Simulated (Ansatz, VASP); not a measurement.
**ZnO in VASP and in Ansatz**

```
CELL_PARAMETERS angstrom
3.16541 0.00000 0.00000
-1.58270 2.74132 0.00000
0.00000 0.00000 5.31722
ATOMIC_POSITIONS crystal
Zn 0.33333 0.66667 0.50519
Zn 0.66667 0.33333 0.00519
O 0.66667 0.33333 0.37382
O 0.33333 0.66667 0.87382
```

Change from the starting cell: in-plane strain -0.02, out-of-plane length and atoms relaxed by PAW.

Alike in both runs: functional PBEsol; k mesh 8 × 8 × 4; no spin polarisation.

Ansatz relaxed the structure, and its values are those at the end. VASP's run is a single point on that final structure, the one shown.

|  | VASP | Ansatz |
| --- | --- | --- |
| version | VASP 6.6.1 | Ansatz 0.2.0 |
| potentials or method | VASP PAW PBE potentials, release 64 (Zn, O) | PAW with Ansatz's default frozen-core files, scalar-relativistic |
| plane-wave cutoff (eV) | 520 | 420 |
| occupations | gaussian, width 0.01 eV | fixed |
| valence electrons in the cell | 36 | 36 |

Ansatz gave:

| Property | Result |
| --- | --- |
| pressure (GPa) | 2.9 |
| rms of the force components (eV/Å) | 0.000 |

Problem. What did VASP give for the same quantities?

Solution. Pressure (GPa): 4.0; rms of the force components (eV/Å): 0.005.

Caveats: the PAW data sets were made with another functional, which shifts forces and pressure a little (VASP).
